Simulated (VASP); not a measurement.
**GaS: relaxation of cell and atoms with PBE+TS**

GaS:

```
CELL_PARAMETERS angstrom
3.43545 0.00000 0.00000
-1.71772 2.97519 0.00000
0.00000 0.00000 14.85340
ATOMIC_POSITIONS crystal
Ga 0.66667 0.33333 0.83000
Ga 0.33333 0.66667 0.17000
Ga 0.33333 0.66667 0.33000
Ga 0.66667 0.33333 0.67000
S 0.66667 0.33333 0.40000
S 0.33333 0.66667 0.60000
S 0.33333 0.66667 0.90000
S 0.66667 0.33333 0.10000
```

The cell isn't the ideal one: volume scaled by 0.88.

| Quantity | Value |
| --- | --- |
| Program | VASP 6.6.1 |
| Task | relaxation of cell and atoms |
| Functional | PBE |
| Dispersion | TS |
| Potentials or basis | VASP PAW PBE potentials, release 64 (Ga_d_GW, S_GW) |
| Cutoff | 680 eV |
| k mesh | 9 × 9 × 2 |
| Occupations | fermi-dirac, width 0.1 eV |
| Spin | no spin polarisation |
| Further INCAR settings | ALGO = Normal; EDIFF = 1e-06; IBRION = 2; EDIFFG = -0.01; NSW = 40; ISIF = 3 |

```json
{"Relaxed volume": "21.93 Å³/atom", "Relaxed cell": "a = 3.614 Å, b = 3.614 Å, c = 15.511 Å, α = 90.00°, β = 90.00°, γ = 120.00°", "Space group after relaxing (to 0.05 Å)": "P6_3/mmc (No. 194)", "Energy gained by relaxing": "105.5 meV/atom", "Ionic steps": "18", "Pressure after relaxing": "0.0 GPa", "Largest force after relaxing": "0.008 eV/Å", "Band gap on the k mesh": "1.53 eV, direct", "Hirshfeld charges": "Ga +0.14; S -0.14 e", "Dispersion energy per atom": "-0.257 eV"}
```

Forces on the atoms (eV/Å):
```
Ga   0.000  0.000  0.003
Ga   0.000  0.000 -0.003
Ga   0.000  0.000  0.003
Ga   0.000  0.000 -0.003
S    0.000  0.000 -0.008
S    0.000  0.000  0.008
S    0.000  0.000 -0.008
S    0.000  0.000  0.008
```

The path:
| step | energy change (eV) | largest force (eV/Å) | pressure (GPa) | volume (Å³) |
| --- | --- | --- | --- | --- |
| 1 | 0.0000 | 1.2482 | 13.36 | 151.82 |
| 2 | -0.2633 | 1.3553 | -6.31 | 189.28 |
| 3 | -0.7960 | 0.4822 | 0.43 | 170.64 |
| 4 | -0.7962 | 0.4643 | 0.64 | 170.25 |
| 5 | -0.8304 | 0.1564 | 0.15 | 172.69 |
| 6 | -0.8305 | 0.1355 | 0.01 | 173.12 |
| 7 | -0.8307 | 0.1331 | 0.09 | 173.00 |
| 8 | -0.8371 | 0.0936 | -0.05 | 173.64 |
| 9 | -0.8382 | 0.0659 | -0.08 | 174.10 |
| 10 | -0.8396 | 0.0452 | 0.12 | 173.91 |
| 11 | -0.8401 | 0.0628 | 0.38 | 173.67 |
| 12 | -0.8409 | 0.0543 | 0.33 | 173.84 |
| 13 | -0.8427 | 0.0301 | 0.19 | 174.36 |
| 14 | -0.8443 | 0.0181 | -0.05 | 175.40 |
| 15 | -0.8442 | 0.0104 | 0.14 | 175.24 |
| 16 | -0.8443 | 0.0158 | 0.00 | 175.35 |
| 17 | -0.8443 | 0.0129 | 0.10 | 175.31 |
| 18 | -0.8444 | 0.0078 | 0.04 | 175.45 |

Final structure:
```
CELL_PARAMETERS angstrom
3.61403 0.00000 0.00000
-1.80702 3.12985 0.00000
0.00000 0.00000 15.51102
ATOMIC_POSITIONS crystal
Ga 0.66667 0.33333 0.82907
Ga 0.33333 0.66667 0.17093
Ga 0.33333 0.66667 0.32907
Ga 0.66667 0.33333 0.67093
S 0.66667 0.33333 0.39851
S 0.33333 0.66667 0.60149
S 0.33333 0.66667 0.89851
S 0.66667 0.33333 0.10149
```

Levels at points of the mesh, in eV from the valence-band top:
```tsv
k point	band 35	band 36	band 37	band 38	band 39	band 40	band 41	band 42
(0.00, 0.00, 0.00)	-1.48	-1.48	-1.39	0.00	1.53	2.19	2.71	2.92
(0.00, 0.00, 0.50)	-1.51	-1.51	-0.70	-0.70	1.94	1.94	2.80	2.80
```

Wall time 36 min on 1 thread of Intel(R) Xeon(R) Platinum 8559C (Emerald Rapids) (shared host), peak memory 0.49 GiB.

Caveat: an odd mesh through Γ misses points on the zone boundary, where band edges often lie. Zero-point motion and thermal expansion aren't in these numbers.
